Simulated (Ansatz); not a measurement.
## Pb under changes of volume

One of the cells (29.314 Å³/atom); the others are scaled copies at fixed shape and fractional positions:

```
Pb
1.0
     3.48000    0.00000    0.00000
    -1.74000    3.01377    0.00000
     0.00000    0.00000    5.59000
Pb
2
Direct
  0.66667 0.33333 0.75000
  0.33333 0.66667 0.25000
```

This isn't the form of Pb at room conditions, which is fcc.

| Quantity | Value |
| --- | --- |
| Program | Ansatz 0.2.0 |
| Functional | PBEsol |
| Potentials or basis | Ansatz PAW |
| Cutoff | 420 eV (not typed: the program's choice for these potentials) |
| k mesh | 9 × 9 × 5 |
| Occupations | fermi-dirac, width 0.05 eV |
| Spin | no spin polarisation |

```csv
volume (Å³/atom),energy over the lowest point (meV/atom),pressure (GPa)
27.555,?,?
28.141,17.26,3.4
28.727,7.43,2.1
29.314,1.86,1.1
29.900,0.00,0.1
30.486,1.36,-0.7
31.073,5.52,-1.5
```

Problem. What does the run at 27.555 Å³/atom give?

Solution. Energy over the lowest point 31.94 meV/atom; pressure 4.7 GPa.

Worked out: A Birch-Murnaghan fit of order 3 (a polynomial in V^(-2/3)) to the other rows has its minimum at 29.93 Å³/atom with B0 = V·E''(V) = 45 GPa and B' = 6.2 at fixed shape and positions, which overstates the stiffness. It gives 31.98 meV/atom at 27.555 Å³/atom, against the run's 31.94, and -dE/dV = 4.8 GPa, against 4.7.

Energies are extrapolated to zero smearing.

Caveats: the PAW data sets come from PBE, with cores solved anew for the run's functional, which leaves a small shift of forces and pressure.
